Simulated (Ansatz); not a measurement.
# AlRu: the cost of one run

Program: Ansatz 0.2.0. Level of theory: DFT PBE, scalar-relativistic, plane waves, PAW. These are calculated values, not measurements.

## Step 1: The structure to begin with

It takes space group I4/mmm (No. 139, tetragonal). The conventional cell has a = 4.036 Å, b = 4.036 Å, c = 3.706 Å, α = 90.00°, β = 90.00°, γ = 90.00°. Al (site symmetry 4/mmm) is surrounded by 2 Ru at 1.85 Å. Ru (site symmetry 4/mmm) is surrounded by 2 Al at 1.85 Å.

As a file:

```
CELL_PARAMETERS angstrom
-2.01808 2.01808 1.85296
2.01808 -2.01808 1.85296
2.01808 2.01808 -1.85296
ATOMIC_POSITIONS crystal
Al 0.50000 0.50000 0.00000
Ru 0.00000 0.00000 0.00000
```

A structure generator made this guess: random cell by space group and Wyckoff sites (I4/mmm, No. 139). Lengths come from tabulated atomic sizes and are only a guess.

## Step 2: A first look at the guess

input.yaml

```yaml
crystal:
  lattice:
    - [-2.01807885, 2.01807885, 1.85296321]
    - [2.01807885, -2.01807885, 1.85296321]
    - [2.01807885, 2.01807885, -1.85296321]
  atoms:
    - { symbol: Al, position: [0.5, 0.5, 0.0] }
    - { symbol: Ru, position: [0.0, 0.0, 0.0] }
basis:
  ecutwfc: 420
kpoints:
  mp_grid: { grid: [6, 6, 6] }
hamiltonian:
  xc: pbe
scf:
  occupations: { method: gaussian, width: 0.1 }
  lower_state_search: "off"
output:
  forces: true
  stress: true
  eigenvalues: true
```

Command:

```console
$ ansatz run input.yaml --threads 1 --pin off --max-ram 2560MiB --backend cpu --events-out ev --progress --plain --runs-dir out
```

Q: Estimate wall time and peak memory on 1 thread of Intel Xeon Platinum 8259CL at 2.50GHz (Skylake/Cascade Lake), shared host.

About 1.1 s, with a peak of 0.34 GiB.
